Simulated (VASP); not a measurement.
Here is a VASP 6.6.1 calculation.

The input INCAR:

```
SYSTEM = BP
ALGO = Normal
EDIFF = 1E-6
EDIFFG = -0.01
ENCUT = 600
IBRION = 2
ISIF = 3
ISMEAR = 0
IVDW = 12
LASPH = .TRUE.
LCHARG = .FALSE.
LMIXTAU = .TRUE.
LREAL = .FALSE.
LWAVE = .FALSE.
METAGGA = R2SCAN
NELM = 80
NSW = 60
PREC = Accurate
SIGMA = 0.05
VDW_A1 = 0.49484001
VDW_A2 = 5.73083694
VDW_S6 = 1.0
VDW_S8 = 0.78981345
```

Contents of KPOINTS:

```
k-points
0
G
  10 10 10
  0 0 0
```

File POSCAR:

```
BP
1.0
    0.0000000000      2.2690000000      2.2690000000
    2.2690000000      0.0000000000      2.2690000000
    2.2690000000      2.2690000000      0.0000000000
P B
1 1
Direct
    0.7500000000      0.7500000000      0.7500000000
    0.0000000000      0.0000000000      0.0000000000
```

Potentials or basis: VASP PAW PBE potentials, release 64 (P, B).

Launch:

```sh
$ cat potpaw_PBE.64/P/POTCAR potpaw_PBE.64/B/POTCAR > POTCAR
$ mpirun -np 1 vasp_std > vasp.out
```

**Question.** What does it give for the relaxed cell?

**Answer.** a = 3.192 Å, b = 3.192 Å, c = 3.192 Å, α = 60.00°, β = 60.00°, γ = 60.00°.

**Question.** Estimate the dispersion energy per atom.

**Answer.** -0.153 eV.

The path:
```csv
step,energy change (eV),largest force (eV/Å),pressure (GPa),volume (Å³)
1,0.0000,0.0000,-2.74,23.36
2,-0.0012,0.0000,2.29,22.69
3,-0.0033,0.0000,0.00,22.99
```

Caveat: the PAW data sets were made with another functional, which shifts forces and pressure a little.
